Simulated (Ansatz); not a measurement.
Input of an Ansatz 0.2.0 run:

File input.yaml:

```yaml
crystal:
  lattice:
    - [3.070045642, 0.0, 0.0]
    - [-1.535022821, 2.6587375167, 0.0]
    - [0.0, 0.0, 4.678428]
  atoms:
    - { symbol: W, position: [0.6666666667, 0.3333333333, 0.253669] }
    - { symbol: W, position: [0.3333333333, 0.6666666667, 0.746331] }
    - { symbol: C, position: [0.0, 0.0, 0.0] }
hamiltonian:
  xc: pbesol
  pseudopotentials: { kind: paw }
kpoints:
  mp_grid: { grid: [10, 10, 6] }
scf:
  occupations: { method: fermi_dirac, width: 0.05 }
output:
  forces: true
  stress: true
  eigenvalues: true
relax:
  f_tol: 0.01
  max_steps: 40
  cell: { stress_tol: 0.05 }
```

Potentials or basis: Ansatz PAW.

Launch:

```sh
$ ansatz run input.yaml --threads 2 --pin off --max-ram 5632MiB --backend cpu --events-out ev --progress --plain --runs-dir out
```

Task: Predict the relaxed cell.

Result: a = 3.028 Å, b = 3.028 Å, c = 4.659 Å, α = 90.00°, β = 90.00°, γ = 120.00°.

Task: What does it give for the band gap on the k mesh?

Result: None (metal or under the smearing width).

Step by step:
| step | energy change (eV) | largest force (eV/Å) | volume (Å³) |
| --- | --- | --- | --- |
| 1 | 0.0000 | 0.1744 | 38.19 |
| 2 | -0.0376 | 0.1472 | 37.19 |
| 3 | -0.0393 | 0.0626 | 37.00 |
| 4 | -0.0394 | 0.0020 | 37.01 |
| 5 | -0.0381 | 0.0020 | 37.01 |

Caveat: the plane-wave basis is chosen anew once the cell has moved, so the energies of steps on either side of that aren't comparable; the PAW data sets come from PBE, with cores solved anew for the run's functional, which leaves a small shift of forces and pressure. The run has no spin-orbit coupling, so splittings on W are missing.
